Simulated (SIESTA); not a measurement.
Pb under changes of volume

One of the cells (31.034 Å³/atom); the others are scaled copies at fixed shape and fractional positions:

```
Pb
1.0
    -1.97966    1.97966    1.97966
     1.97966   -1.97966    1.97966
     1.97966    1.97966   -1.97966
Pb
1
Direct
  0.00000 0.00000 0.00000
```

This isn't the form of Pb at room conditions, which is fcc.

```yaml
Program: SIESTA 5.4.2
Functional: PBEsol
Potentials_or_basis: PseudoDojo 0.4 standard (PBEsol files)
Basis: DZP (energy shift 0.003 Ry; two zetas on semicore shells)
Grid_cutoff: 500 Ry
Energy_shift: 0.003 Ry
k_mesh: 9 × 9 × 9
Occupations: fermi-dirac, width 0.05 eV
Spin: no spin polarisation
```

| volume (Å³/atom) | energy over the lowest point (meV/atom) | pressure (GPa) |
| --- | --- | --- |
| 29.172 | 2.74 | 1.3 |
| 29.792 | 0.00 | 0.1 |
| 30.413 | 1.71 | -0.8 |
| 31.034 | 6.87 | -1.6 |
| 31.654 | 15.12 | -2.4 |
| 32.275 | 26.09 | -2.9 |
| 32.896 | ? | ? |

Question: What does the run at 32.896 Å³/atom give?

Answer: Energy over the lowest point 38.83 meV/atom; pressure -3.4 GPa.

Worked out: A Birch-Murnaghan fit of order 3 (a polynomial in V^(-2/3)) to the other rows has its minimum at 29.85 Å³/atom with B0 = V·E''(V) = 52 GPa and B' = 6.6. It gives 39.20 meV/atom at 32.896 Å³/atom, against the run's 38.83, and -dE/dV = -3.6 GPa, against -3.4.

Energies are extrapolated to zero smearing.

Caveats: the basis of atomic orbitals isn't converged, which shifts pressures, moduli and gaps.
